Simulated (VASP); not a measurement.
**HfN: relaxation of cell and atoms with r2SCAN**

Crystal: HfN.

```
Hf N
1.0
     0.00000    2.25586    2.25586
     2.25586    0.00000    2.25586
     2.25586    2.25586    0.00000
Hf N
1 1
Cartesian
  0.0000 0.0000 0.0000
  2.2559 2.2559 2.2559
```

The cell is a database's computed one.

```json
{
 "Program": "VASP 6.6.1",
 "Task": "relaxation of cell and atoms",
 "Functional": "r2SCAN",
 "Potentials or basis": "VASP PAW PBE potentials, release 64 (Hf_pv, N)",
 "Cutoff": "600 eV",
 "k mesh": "16 × 16 × 16",
 "Occupations": "gaussian, width 0.1 eV",
 "Spin": "no spin polarisation",
 "Further INCAR settings": "ALGO = Normal; EDIFF = 1e-07; IBRION = 2; EDIFFG = -0.005; NSW = 90; ISIF = 3"
}
```

The pressure after relaxing is -0.1 GPa and the band gap on the k mesh is none (metal or under the smearing width).

Final structure:
```
Hf N
1.0
     0.00000    2.25586    2.25586
     2.25586    0.00000    2.25586
     2.25586    2.25586    0.00000
Hf N
1 1
Direct
  0.00000 0.00000 0.00000
  0.50000 0.50000 0.50000
```

Levels at points of the mesh, in eV from the Fermi level:
| k point | band 5 | band 6 | band 7 | band 8 | band 9 | band 10 | band 11 |
| --- | --- | --- | --- | --- | --- | --- | --- |
| (0.00, 0.00, 0.00) | -3.43 | -3.43 | -3.43 | -0.34 | -0.34 | -0.34 | 2.02 |
| (0.50, 0.00, 0.00) | -9.37 | -6.67 | -6.67 | 3.41 | 3.80 | 3.80 | 4.63 |
| (0.50, 0.50, 0.00) | -5.94 | -4.14 | -4.14 | -3.91 | 4.16 | 5.59 | 5.59 |

Run time: 2.1 min on 1 thread of Intel(R) Xeon(R) 6975P-C (Granite Rapids) (shared host), peak memory 0.21 GiB.

Caveat: the relaxation stopped at its first step, so nothing moved; the PAW data sets were made with another functional, which shifts forces and pressure a little. Spin-orbit coupling is left out, which matters for the levels of Hf.
